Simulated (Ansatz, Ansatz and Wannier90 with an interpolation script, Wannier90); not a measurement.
# G0W0 band structure of GaAs (F-43m), part 3 of 3

G0W0 gives levels on a mesh alone; what do the bands of GaAs (F-43m) look like between the points?

Ansatz 0.2.0; r2SCAN, Wannier functions and G0W0, plane waves, PAW. Known limits of the many-body steps: not at the basis limit; no spin-orbit coupling.

So far. Step 2 (r2SCAN bands): The gap is direct, at Γ. Step 4 (Wannier functions by Wannier90 (As:4p Ga:4s Ga:4p) on …): Near the gap the model misses directly solved bands by 1.4 meV r.m.s. and by 9 meV at most in the window tested. This tests the starting bands, not the corrections carried with them.

## Step 5: G0W0 at every point of the mesh: 8×8×8 mesh, 207 empty bands, screening to 160 eV

Now the one-shot GW correction: screening in the RPA, then the self-energy of the levels asked for.

This step: G0W0 on r2SCAN, plane waves, PAW.

Input file input.yaml:

```yaml
crystal:
  lattice:
    - [0.0, 2.82685, 2.82685]
    - [2.82685, 0.0, 2.82685]
    - [2.82685, 2.82685, 0.0]
  atoms:
    - { symbol: Ga, position: [0.0, 0.0, 0.0] }
    - { symbol: As, position: [0.75, 0.75, 0.75] }
kpoints:
  mp_grid: { grid: [8, 8, 8] }
hamiltonian:
  xc: r2scan
scf:
  occupations: { method: fixed }
gw:
  n_empty_bands: 207
  ecut_chi: 160.0
  qp_bands: [v3, c4]
  screening: { model: contour_deformation }
```

Started as:

```console
ansatz run input.yaml --threads 12 --pin off --max-ram 22118MiB --backend cpu --events-out ev --progress --plain --runs-dir out
```

Numbers of over 12 decimals in the logs are rounded to 6 here.

Output:

```text
[...]
Crystal: 2 atoms, lattice volume = 45.179 Å³
Basis set: ecut = 500 eV, 1139 PW (Γ), exchange–correlation on 120×120×120 points (64 copies of the dense FFT grid, shifted against one another)
Bands: 18, of which v1, the nominal top of the filled ones, is band 14 counted from 1 (13 counted from 0)
Symmetry: 24 space group operations
[...]
k-points: 29 of 512 (time reversal used)
[...]
SCF iter   1: F=—  HF=-8655.744587 eV  |F-HF|=—  |Δ(HF+E_count)|=         —  Δρ=7.98e-3  dr2=1.08e-2  dr2_τ=4.43e-3  ethr=1.77e-3  ⟨swp⟩=4.5  Hψ=2193  notcnv=0  defer=44
[...]
SCF iter   7: F=-8655.753949 eV  HF=-8655.753949 eV  |F-HF|=4.47e-9  |Δ(HF+E_count)|=   1.78e-8  Δρ=3.86e-6  dr2=9.45e-9  dr2_τ=4.94e-11  ethr=3.57e-10  ⟨swp⟩=5.0  Hψ=1735  notcnv=0
SCF 1 converged in 7 iterations: F = -8655.753949 eV  dr2 = 9.45e-9
[...]
G₀W₀ screening: q 1/29
[... further progress lines ...]
SCF converged after 7 iterations
Free energy (F): -8655.753949 eV
[...]
Internal energy: -8655.753949 eV  (E = F + TS)
E sigma→0 (E₀):  -8655.753949 eV
Fermi energy:    7.938018 eV
[...]
--- Band table (eV; the first three rows and the last of 29) ---
  k-point 0: bands = [... 10 lower, -5.2703, 7.9380, 7.9380, 7.9380, 8.9538, 11.9877, 11.9877, 11.9877]
  k-point 1: bands = [... 10 lower, -5.0775, 6.0309, 7.6956, 7.6956, 9.9277, 12.3490, 12.3490, 12.5152]
  k-point 2: bands = [... 10 lower, -4.5411, 3.7492, 7.2374, 7.2374, 9.7735, 12.8910, 12.8910, 14.4042]
  k-point 28: bands = [... 10 lower, -2.5827, 1.1496, 4.2956, 4.5038, 12.9716, 13.0082, 13.8564, 14.4305]
--- G₀W₀: contour deformation, 7 samples at zero and on the imaginary axis and 4 off it, 512 q-points, 207 empty bands' worth ---
  eigenvalues of the whole cell's RPA ε∞ on this k-mesh (on a slab, of 1 + 4πα/V) = 13.1122, 13.1122, 13.1122; static W/v taken at q = 0 is 0.076265
  bands read: the sum over 221 bands ends inside a degenerate multiplet in 1 slot, whose members it reads at an even weight; the widest, k=1: bands 221 to 222 (counted from 1) at 1/2 each
    ik  band        ε_KS         Σx   Σc(E_QP)       V_xc       Z   E_QP_lin       E_QP  E_QP is
     0    12      7.9380   -16.8753     0.8641   -15.6322  0.7787     7.5564     7.5590  root
     0    13      7.9380   -16.8753     0.8641   -15.6322  0.7787     7.5564     7.5590  root
     0    14      7.9380   -16.8753     0.8641   -15.6322  0.7787     7.5564     7.5590  root
     0    15      8.9538   -11.8686    -3.7134   -15.7182  0.7907     9.0902     9.0899  root
     0    16     11.9877    -7.8264    -4.2087   -12.1184  0.7759    12.0712    12.0710  root
     0    17     11.9877    -7.8264    -4.2087   -12.1184  0.7759    12.0712    12.0710  root
     0    18     11.9877    -7.8264    -4.2087   -12.1184  0.7759    12.0712    12.0710  root
     1    12      6.0309   -16.7009     1.1548   -15.1822  0.7638     5.6639     5.6670  root
     1    13      7.6956   -16.6594     0.9246   -15.3498  0.7772     7.3078     7.3105  root
     1    14      7.6956   -16.6594     0.9246   -15.3498  0.7772     7.3078     7.3105  root
     1    15      9.9277   -10.9522    -3.7362   -14.8075  0.7859    10.0470    10.0467  root
     1    16     12.3490    -7.9517    -4.3122   -12.3454  0.7709    12.4307    12.4305  root
     1    17     12.3490    -7.9517    -4.3122   -12.3454  0.7709    12.4307    12.4305  root
     1    18     12.5152    -8.5009    -4.2802   -12.7981  0.7699    12.5322    12.5321  root
[...]
28    14      4.5038   -14.9371     2.0502   -12.4474  0.7366     4.0575     4.0643  root
    28    15     12.9716    -9.3933    -4.8754   -14.4381  0.7430    13.1418    13.1410  root
    28    16     13.0082    -7.2590    -4.3128   -11.4731  0.7649    12.9097    12.9093  root
    28    17     13.8564    -7.2038    -5.0050   -12.1669  0.7507    13.8145    13.8145  root
    28    18     14.4305    -6.3381    -4.6275   -10.7939  0.7654    14.2593    14.2589  root
```

Elapsed: 3.3 min, on 12 threads of Intel Xeon 6975P-C (Granite Rapids), shared host; peak memory 2.1 GiB.

Numbers from this step:

* bands summed: 221
* RPA ε∞ on this mesh (eigenvalues): 13.11, 13.11, 13.11
* plane waves in the screening matrix: 181
* q-points in the mesh: 512
* G0W0 gap on the mesh: 1.531 eV
* k of the valence top: 0, 0, 0
* k of the conduction bottom: 0, 0, 0
* starting gap on the mesh: 1.016 eV
* Z at the valence top: 0.7787
* Z at the conduction bottom: 0.7907
* least direct G0W0 gap on the computed points: 1.531 eV

The gap on the mesh goes from 1.02 eV to 1.53 eV, a correction of +0.52 eV. Between the two edge states, bare exchange in place of the xc potential would open the gap by 5.09 eV, and correlation takes back 4.58 eV.

## Step 6: Interpolating the corrections

A script adds the corrections, carried to the Wannier functions and back, to the r2SCAN levels, along the path and on a 18×18×18 mesh.

| Property | Result |
| --- | --- |
| G0W0 gap over the zone | 1.531 eV |
| valence top at | Γ |
| conduction bottom at | Γ |
| starting gap over the zone | 1.016 eV |
| least direct G0W0 gap | 1.531 eV |
| G0W0 gap on the mesh | 1.531 eV |
| valence width, start | 6.986 eV |
| valence width, G0W0 | 6.922 eV |
| gap by a rigid shift | 1.531 eV |

Levels solved directly plus the interpolated quasiparticle correction. Limits: finite bands, cutoff and mesh; no spin-orbit coupling. Quasiparticle bands along the path, in eV, zero at the valence-band top of each set:

```csv
point,band 12,band 13,band 14,band 15
Γ,0.00,0.00,0.00,1.53
halfway,-4.08,-1.79,-1.79,2.67
X,-6.92,-2.83,-2.83,2.03
halfway,-6.87,-3.36,-2.72,2.29
U,-6.72,-4.02,-2.39,2.63
jump to K,-6.72,-4.02,-2.39,2.63
halfway,-4.59,-2.54,-0.74,3.59
Γ,0.00,0.00,0.00,1.53
halfway,-4.18,-0.72,-0.72,2.31
L,-6.75,-1.22,-1.22,1.83
halfway,-6.58,-3.35,-2.05,3.88
W,-6.72,-3.70,-3.49,5.40
halfway,-6.83,-3.30,-3.20,3.18
X,-6.92,-2.83,-2.83,2.03
```

The same for r2SCAN:

```csv
point,band 12,band 13,band 14,band 15
Γ,0.00,0.00,0.00,1.02
X,-6.99,-2.78,-2.78,1.76
U,-6.79,-3.97,-2.34,2.28
K,-6.79,-3.97,-2.34,2.28
Γ,0.00,0.00,0.00,1.02
L,-6.81,-1.18,-1.18,1.37
W,-6.79,-3.64,-3.43,5.03
X,-6.99,-2.78,-2.78,1.76
```

The first set of quasiparticle bands as a text plot (rows in eV):

```
    5.1 |                                                +++
    4.6 |                                               +
    4.1 |                                             ++    +
    3.6 |   +                +++++                   +       +
    3.1 |  + ++            ++     ++                +
    2.6 |      ++       +++         +    +++       +          +
    2.1 | +      +++++++             +  +   +++++++            ++
    1.6 |+                            ++
    1.0 |
    0.5 |
    0.0 |**                       ********
   -0.5 | **                    **  **  * ***
   -1.0 |   *                  *  **         ******
   -1.5 |  * **             ***     *    *        ****
   -2.0 |      **          *     *                 *  *
   -2.6 |   *    **** *****     * **      *         *  **
   -3.1 |    **      **        *           *         *   *   ****
   -3.6 |              **    **  *                    ** *****
   -4.1 |      *         ****               *           *
   -4.6 |                       *
   -5.1 |       *              *             *
   -5.6 |        *           **               *
   -6.2 |         **        *                  *
   -6.7 |           ********                    *****************
         Γ           X  U|K            Γ         L        W     X
```

Minima of the lowest conduction band, from levels solved directly at the displaced points, plus the interpolated correction; masses are left empty at degenerate points, on flat bands and where the interpolated correction rules the curvature; G0W0 masses are rough. Conduction valleys, by row:

```csv
point,k (reciprocal lattice),valleys in the zone,G0W0 level above the valence top (eV),r2SCAN level above the valence top (eV),G0W0 principal masses (m_e),r2SCAN principal masses (m_e)
Γ,0.000 0.000 0.000,1,1.531,1.016,0.070 0.070 0.070,0.055 0.055 0.055
L,0.000 0.000 -0.500,4,1.83,1.374,0.115 0.115 1.477,0.110 0.110 1.712
X,-0.500 -0.500 0.000,3,2.034,1.763,-,-
```

Second differences of levels solved directly at the displaced points, plus the interpolated correction, at the quasiparticle band edges; no spin-orbit coupling; left empty where the band is flat or the interpolated correction rules the curvature. Effective masses, by row:

| carrier | point | Cartesian direction | band | r2SCAN mass (m_e) | G0W0 mass (m_e) |
| --- | --- | --- | --- | --- | --- |
| hole | Γ | 100 | 14 | 0.339 | 0.347 |
| hole | Γ | 100 | 13 | 0.339 | 0.347 |
| hole | Γ | 100 | 12 | 0.053 | 0.068 |
| hole | Γ | 010 | 14 | 0.339 | 0.347 |
| hole | Γ | 010 | 13 | 0.339 | 0.347 |
| hole | Γ | 010 | 12 | 0.053 | 0.068 |
| hole | Γ | 001 | 14 | 0.339 | 0.347 |
| hole | Γ | 001 | 13 | 0.339 | 0.347 |
| hole | Γ | 001 | 12 | 0.053 | 0.068 |
| hole | Γ | 110 | 13 | 0.338 | 0.347 |
| hole | Γ | 110 | 12 | 0.046 | 0.058 |
| hole | Γ | 111 | 14 | 0.788 | 0.863 |
| hole | Γ | 111 | 13 | 0.788 | 0.863 |
| hole | Γ | 111 | 12 | 0.045 | 0.055 |
| electron | Γ | 100 | 15 | 0.053 | 0.068 |
| electron | Γ | 010 | 15 | 0.053 | 0.068 |
| electron | Γ | 001 | 15 | 0.053 | 0.068 |
| electron | Γ | 110 | 15 | 0.053 | 0.068 |
| electron | Γ | 111 | 15 | 0.053 | 0.068 |

Wannier model on a dense mesh, Gaussian width 0.15 eV. Limits: finite bands, cutoff and mesh; no spin-orbit coupling. Table of density of states by energy, zero at the valence-band top of each set; read off at these points; values in states/eV/cell:

```csv
energy (eV),G0W0,r2SCAN
-7.500,0,0
-7.250,5.2e-4,0.00313
-7.000,0.0872,0.225
-6.750,1.24,1.67
-6.600,2.11,2.09
-6.500,1.98,1.66
-6.250,1.01,0.889
-6.000,0.655,0.607
-5.750,0.526,0.473
-5.500,0.428,0.420
-5.250,0.336,0.317
-5.000,0.282,0.281
-4.750,0.246,0.228
-4.500,0.197,0.198
-4.250,0.253,0.215
-4.000,0.764,0.580
-3.800,1.23,1.18
-3.750,1.21,1.21
-3.500,1.11,1.13
-3.250,1.12,1.06
-3.000,1.27,1.20
-2.750,1.43,1.41
-2.600,1.62,1.53
-2.500,1.59,1.65
-2.250,1.40,1.37
-2.000,1.38,1.42
-1.750,1.25,1.29
-1.500,1.28,1.33
-1.250,1.11,1.16
-1.000,0.738,0.793
-0.750,0.524,0.551
-0.500,0.352,0.370
-0.250,0.219,0.226
0.000,0.0605,0.0592
0.250,0.00175,0.00160
0.500,0,0
0.750,0,8.9e-5
1.000,0,0.00130
1.250,6.5e-5,0.00995
1.500,0.00131,0.0602
1.750,0.0160,0.291
2.000,0.124,0.529
2.250,0.418,0.985
2.500,0.681,1.08
2.750,1.01,1.79
2.800,1.02,1.85
3.000,1.16,1.49
3.200,1.78,1.11
3.250,1.77,1.09
3.500,1.29,0.748
3.750,1.06,0.981
4.000,0.913,0.865
4.250,0.983,0.686
4.500,0.832,0.744
```

Corrections by starting level (eV, on the run's own energy scale, so only their differences matter):

```csv
start,correction
-6.99,−0.32
-6.38,−0.32
-3.74,−0.43
-3.12,−0.43
-2.11,−0.43
-1.39,−0.41
-0.29,−0.39
0.00,−0.38
1.02,+0.14
1.96,+0.02
2.88,+0.11
3.67,+0.03
4.58,−0.02
5.05,+0.07
5.96,−0.04
6.77,−0.07
8.30,−0.44
10.88,−0.19
```

## Step 7: r2SCAN+SOC bands, for comparison

Spin-orbit coupling can split or shift the edges; a non-collinear run measures by how much.

This step: DFT, r2SCAN with spin-orbit coupling, plane waves, PAW.

input.yaml, the sections that differ from step 5:

```yaml
kpoints:
  mp_grid: { grid: [8, 8, 8] }
  band_path:
    path:
      - [[0.0, 0.0, 0.0], [-0.5, -0.5, 0.0], [-0.375, -0.375, 0.25]]
      - [[-0.375, 0.0, 0.375], [0.0, 0.0, 0.0], [0.0, 0.0, 0.5], [-0.5, -0.25, 0.25], [-0.5, -0.5, 0.0]]
    npoints: 10
scf:
  occupations: { method: fermi_dirac, width: 0.02 }
  n_extra_bands: 8
magnetization:
  noncollinear: true
  spin_orbit: true
output:
  eigenvalues: true
# crystal, hamiltonian: as in step 5
# gw: removed
```

Output:

```text
[...]
non-collinear run that drives no moment, with spin-orbit: no starting moment large enough to seed its density (crystal.atoms[].spin), no starting occupations that ask for one, no magnetisation constraint and no magnetic field, so the semilocal B_xc is pinned to zero
Crystal: 2 atoms, lattice volume = 45.179 Å³
Basis set: ecut = 500 eV, 1139 PW (Γ), exchange–correlation on 120×120×120 points (64 copies of the dense FFT grid, shifted against one another)
Bands: 36, of which v1, the nominal top of the filled ones, is band 28 counted from 1 (27 counted from 0)
Symmetry: 24 space group operations + 24 with time reversal
[...]
k-points: 29 of 512 (time reversal used)
Projection manifold: j_resolved (fully-relativistic pseudo-atomic orbitals)
[...]
iter 1 solved again at ethr=1.69e-3 eV; its pass at ethr=3.10e-3 eV (dr2=4.73e-1 eV) is discarded
[...]
SCF iter   7: F=-8650.277703 eV  HF=-8650.277703 eV  |F-HF|=7.85e-9  |Δ(HF+E_count)|=   6.79e-7  Δρ=1.06e-5  dr2=2.40e-8  dr2_τ=3.40e-10  dr2_m=0.00e0 (ungated)  ethr=3.57e-10  |M|=0.00e0 ∫|m|=0.00e0 μB  |m|>n=0.0e0 m-floor=0.0e0 τ_xc=0.0e0  ⟨swp⟩=4.8  Hψ=3721  notcnv=0
SCF 1 converged in 7 iterations: F = -8650.277703 eV  dr2 = 2.40e-8
[...]
SCF converged after 7 iterations
Magnetization: |M| = 0.0000 μB,  M = (+0.0000, +0.0000, +0.0000) μB
Absolute magnetization: 0.0000 μB (∫|m|)
  site 0: m = (+0.0000, +0.0000, +0.0000) μB, |m| = 0.0000 μB  (R = 1.01 Å)
  site 1: m = (+0.0000, +0.0000, +0.0000) μB, |m| = 0.0000 μB  (R = 1.01 Å)
Free energy (F): -8650.277703 eV
[...]
Internal energy: -8650.277703 eV  (E = F + TS)
E sigma→0 (E₀):  -8650.277703 eV
Fermi energy:    8.507712 eV
[...]
--- Band table (eV; the first three rows and the last of 29) ---
  k-point 0: bands = [... 24 lower, 8.0454, 8.0454, 8.0454, 8.0454, 8.9562, 8.9562, 11.8648, 11.8648, ... 4 higher]
  k-point 1: bands = [... 24 lower, 7.5908, 7.5908, 7.7984, 7.8013, 9.9287, 9.9287, 12.2800, 12.2800, ... 4 higher]
  k-point 2: bands = [... 24 lower, 7.1325, 7.1325, 7.3361, 7.3396, 9.7734, 9.7734, 12.8308, 12.8308, ... 4 higher]
  k-point 28: bands = [... 24 lower, 4.2285, 4.3493, 4.4871, 4.5259, 12.8528, 13.0076, 13.0443, 13.0496, ... 4 higher]
```

The job ended after 2.2 s (12 threads; peak memory 1 GiB).

Numbers from this step:

* filled bands: 28
* gap: 0.9109 eV
* valence top at: Γ
* conduction bottom at: Γ
* least direct gap: 0.9109 eV

The gap stands −0.10 eV against r2SCAN.

The electronic bands at the labelled points (eV, zero at the top of the highest nominally filled band):

```
    point  band 25  band 26  band 27  band 28  band 29  band 30  band 31  band 32
        Γ     0.00     0.00     0.00     0.00     0.91     0.91     3.82     3.82
  halfway    -1.91    -1.91    -1.80    -1.80     2.17     2.17     3.56     3.56
        X    -2.93    -2.93    -2.84    -2.84     1.66     1.66     1.85     1.85
  halfway    -3.43    -3.40    -2.77    -2.77     1.85     1.85     2.77     2.80
        U    -4.11    -4.05    -2.45    -2.45     2.17     2.17     4.89     4.95
jump to K    -4.11    -4.05    -2.45    -2.45     2.17     2.17     4.89     4.95
  halfway    -2.64    -2.58    -0.81    -0.81     2.94     2.99     5.03     5.06
        Γ     0.00     0.00     0.00     0.00     0.91     0.91     3.82     3.82
  halfway    -0.91    -0.91    -0.71    -0.71     1.73     1.73     4.79     4.79
        L    -1.40    -1.40    -1.19    -1.19     1.27     1.27     4.85     4.85
  halfway    -3.44    -3.38    -2.12    -2.09     3.26     3.32     4.42     4.44
        W    -3.82    -3.70    -3.56    -3.52     4.81     4.96     5.00     5.00
  halfway    -3.41    -3.32    -3.25    -3.22     2.76     2.79     2.95     3.01
        X    -2.93    -2.93    -2.84    -2.84     1.66     1.66     1.85     1.85
```

## Step 8: Results

| Quantity | Value |
| --- | --- |
| r2SCAN gap | 1.02 eV |
| G0W0 gap over the zone | 1.53 eV, direct |
| least direct G0W0 gap, in the model | 1.53 eV |
| with the spin-orbit change | 1.43 eV |
| GW settings | 8×8×8 mesh, 207 empty bands, screening to 160 eV |
| known limits | not at the basis limit; no spin-orbit coupling |

**Reading.** The Wannier model follows the r2SCAN bands to 1 meV r.m.s. near the gap. The G0W0 gap over the zone is 1.53 eV, direct, from Γ to Γ; on the mesh alone it is 1.53 eV, nearly the same. The valence width in the model goes from 6.99 eV to 6.92 eV. At the band edge the lightest electron mass is 0.053 m_e at the start and 0.068 m_e in G0W0; the G0W0 masses rest on corrections from the 8×8×8 mesh alone and are rough. r2SCAN+SOC gives a gap of 0.91 eV on the same path, a spin-orbit change of −0.10 eV that would bring the G0W0 gap to 1.43 eV. Against experiment, by G0W0@r2SCAN with the spin-orbit change: the direct gap of 1.43 eV lies −0.08 eV from the measured 1.51 eV (exciton, 77 K, 2020); the direct gap of 1.43 eV lies +0.01 eV from the measured 1.418 ± 0.005 eV (direct, 300 K, 2008); the direct gap of 1.43 eV lies +0.01 eV from the measured 1.412 ± 0.01 eV (direct, 300 K, 2008); the direct gap of 1.43 eV lies +0.01 eV from the measured 1.42 eV (direct, 300 K, 2004). An exciton line or allowed optical edge lies below the quasiparticle gap by the binding energy; a forbidden edge can push the onset above it. The calculation has static nuclei and no excitons; a measured gap holds zero-point and thermal motion, which mostly lowers it. Bands and cutoff are finite, so the gap is not at the basis limit. The miss can reach some tenths of an eV and take either sign; the mesh is an error of its own. Beside the filled d shell of Ga, one-shot G0W0 from a semilocal start often leaves the gap short. Above the frozen window of the model the interpolated levels need not meet the computed ones, even at points of the mesh.

[Paths, hosts, dates, memory and timing lines, banners, echoed tables and standing remarks are left out of the program output.]

[Logs are printed without paths, hosts, clocks, repeated set-up lines and the standing remarks that a program may print on its own settings, such as how far it seeks lower states.]

[Runs of the session that timed out or met a known fault of the program may be left out.]

[Hosts, paths, dates, database ids (printed as entryN), source tags and the programs' standing remarks are cut or masked in the printed files.]
